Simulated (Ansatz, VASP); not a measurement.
# One calculation of Ta, two programs

```
CELL_PARAMETERS angstrom
-1.64191 1.64191 1.64191
1.64191 -1.64191 1.64191
1.64191 1.64191 -1.64191
ATOMIC_POSITIONS crystal
Ta 0.00000 0.00000 0.00000
```

Alike in both runs: functional PBEsol; k mesh 13 × 13 × 13; occupations fermi-dirac, width 0.1 eV; no spin polarisation.

Ansatz relaxed the structure, and its values are those at the end. VASP's run is a single point on that final structure, the one shown.

|  | VASP | Ansatz |
| --- | --- | --- |
| version | VASP 6.6.1 | Ansatz 0.2.0 |
| potentials or method | VASP PAW PBE potentials, release 64 (Ta_pv) | plane waves (420 eV) with PAW, scalar-relativistic |
| plane-wave cutoff (eV) | 520 | 420 |
| valence electrons in the cell | 11 | 13 |

VASP gave:

| Quantity | Value |
| --- | --- |
| pressure (GPa) | 0.2 |

Q: Estimate Ansatz's values.

A: Pressure (GPa): 0.0.

The functional is the same, so the differences come from potentials, cutoffs and numerics. The two sets of potentials don't hold the same shells in valence. Ansatz warned: «pseudo_functional_mismatch».

Caveats: the PAW data sets were made with another functional, which shifts forces and pressure a little (VASP). The runs have no spin-orbit coupling, so splittings on Ta are missing.
